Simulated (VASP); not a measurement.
# Bi (C2/m) in VASP: notebook, part 2 of 2

VASP 6.6.1. Earlier steps stand in the parts before.

## (3) Single point, PBE

The input, INCAR:

```
SYSTEM = Bi
ADDGRID = .False.
ALGO = Normal
EDIFF = 1E-6
ENCUT = 400
GGA = PE
ISIF = 2
ISMEAR = 1
LASPH = .True.
LCHARG = .False.
LREAL = .False.
LWAVE = .False.
NBANDS = 22
NELM = 100
PREC = Accurate
SIGMA = 0.15
```

The input, KPOINTS:

```
k-points
0
Gamma
  9 9 12
  0 0 0
```

The input, POSCAR:

```
Bi
1.0
    3.4885980000     -3.1325780000      0.0000000000
    3.4885980000      3.1325780000      0.0000000000
   -1.2602350000      0.0000000000      3.1135500000
Bi
2
Direct
    0.7530610000      0.7530610000      0.8573820000
    0.2469390000      0.2469390000      0.1426180000
```

Potentials or basis: VASP PAW PBE potentials, release 64 (Bi_d).

Command:

```sh
$ cat potpaw_PBE.64/Bi_d/POTCAR > POTCAR
$ mpirun -np 1 vasp_std > vasp.out
```

OUTCAR:

```text
SYSTEM = Bi
   EDIFF = 1E-6
   ENCUT = 400
   GGA = PE
   ISIF = 2
   ISMEAR = 1
   LASPH = .True.
   LREAL = .False.
   NELM = 100
   PREC = Accurate

 Found    275 irreducible k-points:

 Following reciprocal coordinates:
            Coordinates               Weight
  0.000000  0.000000  0.000000      1.000000
  0.111111  0.000000  0.000000      4.000000
  0.222222 -0.000000  0.000000      4.000000
  0.333333  0.000000  0.000000      4.000000
  0.444444 -0.000000  0.000000      4.000000
  0.111111  0.111111  0.000000      2.000000
[... 81 lines left out ...]
      6     -16.0004      2.00000
[... 139 lines left out ...]
     21      15.3486      0.00000
     22      16.1212      0.00000

 [... further k-points ...]
[... 5 lines left out ...]
  --------------------------------------------------------------------------------------
  -------------------------------------------------------------------------------------
  Total       -0.0421085     -0.1043663      0.0923199      0.0000000      0.0000000     -0.0838207
  in kB       -0.9913838     -2.4571528      2.1735377      0.0000000      0.0000000     -1.9734375
  external PRESSURE =      -0.4249996 kB  Pullay stress =       0.0000000 kB

 VOLUME and BASIS-vectors are now :
 -----------------------------------------------------------------------------
  energy-cutoff  :      400.00
  volume of cell :       68.05
      direct lattice vectors                 reciprocal lattice vectors
     3.488598000 -3.132578000  0.000000000     0.143324052 -0.159612945  0.058011590
     3.488598000  3.132578000  0.000000000     0.143324052  0.159612945  0.058011590
    -1.260235000  0.000000000  3.113550000     0.000000000  0.000000000  0.321176792

 POSITION                                       TOTAL-FORCE (eV/Angst)
 -----------------------------------------------------------------------------------
      4.17375      0.00000      2.66950         0.018970      0.000000      0.016401
      1.54321      0.00000      0.44405        -0.018970      0.000000     -0.016401
 -----------------------------------------------------------------------------------
    total drift:                               -0.000000      0.000000      0.000000

  FREE ENERGIE OF THE ION-ELECTRON SYSTEM (eV)
  ---------------------------------------------------
  free  energy   TOTEN  =        -7.6768733255 eV

  energy  without entropy=       -7.6762335033  energy(sigma->0) =       -7.67666005
```

OSZICAR:

```text
N       E                     dE             d eps       ncg     rms          rms(c)
DAV:   1     0.282134097491E+03    0.28213E+03   -0.14144E+04 12118   0.140E+03
DAV:   2     0.156865765563E+02   -0.26645E+03   -0.25985E+03 12466   0.397E+02
DAV:   3    -0.692244414787E+01   -0.22609E+02   -0.22394E+02 14710   0.133E+02
DAV:   4    -0.765012025927E+01   -0.72768E+00   -0.72729E+00 15022   0.267E+01
DAV:   5    -0.767729445528E+01   -0.27174E-01   -0.27173E-01 17196   0.451E+00    0.759E-01
DAV:   6    -0.767547941926E+01    0.18150E-02   -0.17280E-02 15832   0.145E+00    0.460E-01
DAV:   7    -0.767669439888E+01   -0.12150E-02   -0.97516E-03 15338   0.113E+00    0.115E-01
DAV:   8    -0.767686950038E+01   -0.17510E-03   -0.99783E-04 14248   0.375E-01    0.141E-02
DAV:   9    -0.767687588828E+01   -0.63879E-05   -0.33062E-05 17982   0.484E-02    0.688E-03
DAV:  10    -0.767687308718E+01    0.28011E-05   -0.26465E-06 12204   0.178E-02    0.104E-03
DAV:  11    -0.767687332548E+01   -0.23831E-06   -0.43247E-07  8096   0.844E-03
   1 F= -.76768733E+01 E0= -.76766601E+01  d E =-.639822E-03
```

stdout:

```text
POSCAR found type information on POSCAR Bi
 POSCAR found :  1 types and       2 ions
 scaLAPACK will be used
 LDA part: xc-table for (Slater+PW92), standard interpolation
 POSCAR, INCAR and KPOINTS ok, starting setup
 FFT: planning ... GRIDC
 FFT: planning ... GRID_SOFT
 FFT: planning ... GRID
 WAVECAR not read
 entering main loop
```

It took 70 s on 1 thread of Intel Xeon 6975P-C (Granite Rapids), shared host; peak memory 0.32 GiB.

These settings aren't checked as converged: the numbers below hold their error.

Results:

| Property | Result |
| --- | --- |
| Free energy | -7.6769 eV |
| Pressure | 0.0 GPa |
| Largest force | 0.025 eV/Å |
| Band gap on the k mesh | none (metal or under the smearing width) |

Caveat: spin-orbit coupling is left out, which moves the levels of the heavy elements.

## (4) Single point, PBE

Edit INCAR of step 3 so:

```diff
@@ -4,3 +4,3 @@
 EDIFF = 1E-6
-ENCUT = 400
+ENCUT = 460
 GGA = PE
```

KPOINTS is that of step 3.

POSCAR is that of step 3.

Potentials or basis: VASP PAW PBE potentials, release 64 (Bi_d).

Command:

```sh
$ cat potpaw_PBE.64/Bi_d/POTCAR > POTCAR
$ mpirun -np 1 vasp_std > vasp.out
```

OUTCAR:

```text
SYSTEM = Bi
   EDIFF = 1E-6
   ENCUT = 460
   GGA = PE
   ISIF = 2
   ISMEAR = 1
   LASPH = .True.
   LREAL = .False.
   NELM = 100
   PREC = Accurate

 Found    275 irreducible k-points:

 Following reciprocal coordinates:
            Coordinates               Weight
  0.000000  0.000000  0.000000      1.000000
  0.111111  0.000000  0.000000      4.000000
  0.222222 -0.000000  0.000000      4.000000
  0.333333  0.000000  0.000000      4.000000
  0.444444 -0.000000  0.000000      4.000000
  0.111111  0.111111  0.000000      2.000000
[... 82 lines left out ...]
      6     -16.0013      2.00000
[... 139 lines left out ...]
     21      15.3484      0.00000
     22      16.1209      0.00000

 [... further k-points ...]
[... 5 lines left out ...]
  --------------------------------------------------------------------------------------
  -------------------------------------------------------------------------------------
  Total        0.0007184     -0.0619968      0.1353979      0.0000000      0.0000000     -0.0833652
  in kB        0.0169142     -1.4596253      3.1877473      0.0000000      0.0000000     -1.9627128
  external PRESSURE =       0.5816787 kB  Pullay stress =       0.0000000 kB

 VOLUME and BASIS-vectors are now :
 -----------------------------------------------------------------------------
  energy-cutoff  :      460.00
  volume of cell :       68.05
      direct lattice vectors                 reciprocal lattice vectors
     3.488598000 -3.132578000  0.000000000     0.143324052 -0.159612945  0.058011590
     3.488598000  3.132578000  0.000000000     0.143324052  0.159612945  0.058011590
    -1.260235000  0.000000000  3.113550000     0.000000000  0.000000000  0.321176792

 POSITION                                       TOTAL-FORCE (eV/Angst)
 -----------------------------------------------------------------------------------
      4.17375      0.00000      2.66950         0.019027      0.000000      0.016262
      1.54321      0.00000      0.44405        -0.019027      0.000000     -0.016262
 -----------------------------------------------------------------------------------
    total drift:                               -0.000000      0.000000      0.000000

  FREE ENERGIE OF THE ION-ELECTRON SYSTEM (eV)
  ---------------------------------------------------
  free  energy   TOTEN  =        -7.6775985111 eV

  energy  without entropy=       -7.6769587550  energy(sigma->0) =       -7.67738526
```

OSZICAR:

```text
N       E                     dE             d eps       ncg     rms          rms(c)
DAV:   1     0.293103929612E+03    0.29310E+03   -0.15175E+04 12112   0.153E+03
DAV:   2     0.166045670190E+02   -0.27650E+03   -0.26940E+03 12388   0.416E+02
DAV:   3    -0.686766529747E+01   -0.23472E+02   -0.23227E+02 14680   0.137E+02
DAV:   4    -0.764787798427E+01   -0.78021E+00   -0.77985E+00 15062   0.276E+01
DAV:   5    -0.767794217904E+01   -0.30064E-01   -0.30063E-01 16988   0.486E+00    0.759E-01
DAV:   6    -0.767618136702E+01    0.17608E-02   -0.17894E-02 16186   0.146E+00    0.459E-01
DAV:   7    -0.767742989031E+01   -0.12485E-02   -0.10020E-02 15306   0.115E+00    0.115E-01
DAV:   8    -0.767759686118E+01   -0.16697E-03   -0.10845E-03 14294   0.397E-01    0.130E-02
DAV:   9    -0.767760084701E+01   -0.39858E-05   -0.33131E-05 17788   0.498E-02    0.691E-03
DAV:  10    -0.767759821796E+01    0.26291E-05   -0.24951E-06 12072   0.164E-02    0.107E-03
DAV:  11    -0.767759851112E+01   -0.29316E-06   -0.49612E-07  8234   0.924E-03
   1 F= -.76775985E+01 E0= -.76773853E+01  d E =-.639756E-03
```

It took 1.9 min on 1 thread of Intel Xeon 6975P-C (Granite Rapids), shared host; peak memory 0.37 GiB.

The run converged, but some of its settings lie outside the range that counts as converged, so its numbers aren't taken as properties of the crystal.

Results:

| Quantity | Value |
| --- | --- |
| Free energy | -7.6776 eV |
| Pressure | 0.1 GPa |
| Largest force | 0.025 eV/Å |
| Band gap on the k mesh | none (metal or under the smearing width) |

Caveat: spin-orbit coupling is left out, which moves the levels of the heavy elements.

## (5) Single point, PBE

Edit INCAR of step 4 so:

```diff
@@ -15,2 +15,2 @@
 PREC = Accurate
-SIGMA = 0.15
+SIGMA = 0.4
```

KPOINTS is that of step 4.

POSCAR is that of step 4.

Potentials or basis: VASP PAW PBE potentials, release 64 (Bi_d).

Command:

```sh
$ cat potpaw_PBE.64/Bi_d/POTCAR > POTCAR
$ mpirun -np 1 vasp_std > vasp.out
```

OUTCAR:

```text
SYSTEM = Bi
   EDIFF = 1E-6
   ENCUT = 460
   GGA = PE
   ISIF = 2
   ISMEAR = 1
   LASPH = .True.
   LREAL = .False.
   NELM = 100
   PREC = Accurate

 Found    275 irreducible k-points:

 Following reciprocal coordinates:
            Coordinates               Weight
  0.000000  0.000000  0.000000      1.000000
  0.111111  0.000000  0.000000      4.000000
  0.222222 -0.000000  0.000000      4.000000
  0.333333  0.000000  0.000000      4.000000
  0.444444 -0.000000  0.000000      4.000000
  0.111111  0.111111  0.000000      2.000000
[... 82 lines left out ...]
      6     -16.0005      2.00000
[... 139 lines left out ...]
     21      15.3492      0.00000
     22      16.1209      0.00000

 [... further k-points ...]
[... 5 lines left out ...]
  --------------------------------------------------------------------------------------
  -------------------------------------------------------------------------------------
  Total        0.0277042     -0.0824011      0.1279268      0.0000000      0.0000000     -0.0925427
  in kB        0.6522551     -1.9400134      3.0118502      0.0000000      0.0000000     -2.1787842
  external PRESSURE =       0.5746973 kB  Pullay stress =       0.0000000 kB

 VOLUME and BASIS-vectors are now :
 -----------------------------------------------------------------------------
  energy-cutoff  :      460.00
  volume of cell :       68.05
      direct lattice vectors                 reciprocal lattice vectors
     3.488598000 -3.132578000  0.000000000     0.143324052 -0.159612945  0.058011590
     3.488598000  3.132578000  0.000000000     0.143324052  0.159612945  0.058011590
    -1.260235000  0.000000000  3.113550000     0.000000000  0.000000000  0.321176792

 POSITION                                       TOTAL-FORCE (eV/Angst)
 -----------------------------------------------------------------------------------
      4.17375      0.00000      2.66950         0.021409      0.000000      0.014982
      1.54321      0.00000      0.44405        -0.021409      0.000000     -0.014982
 -----------------------------------------------------------------------------------
    total drift:                               -0.000000      0.000000      0.000000

  FREE ENERGIE OF THE ION-ELECTRON SYSTEM (eV)
  ---------------------------------------------------
  free  energy   TOTEN  =        -7.6784135138 eV

  energy  without entropy=       -7.6761114611  energy(sigma->0) =       -7.67764616
```

Run time: 2.1 min. Hardware: 1 thread of Intel Xeon 6975P-C (Granite Rapids), shared host; peak memory 0.37 GiB.

These settings aren't checked as converged: the numbers below hold their error.

Results:

| Quantity | Value |
| --- | --- |
| Free energy | -7.6784 eV |
| Pressure | 0.1 GPa |
| Largest force | 0.026 eV/Å |
| Band gap on the k mesh | none (metal or under the smearing width) |

Caveat: spin-orbit coupling is left out, which moves the levels of the heavy elements.

## (6) For comparison

An earlier run on the cell as given: functional PBEsol; potentials or basis VASP PAW PBE potentials, release 64 (Bi_d); cutoff 520 eV; k mesh 6 × 6 × 9; occupations fermi-dirac, width 0.05 eV; no spin polarisation.

- Pressure: -2.5 GPa
- Largest force: 0.057 eV/Å
- Band gap on the k mesh: none (metal or under the smearing width)
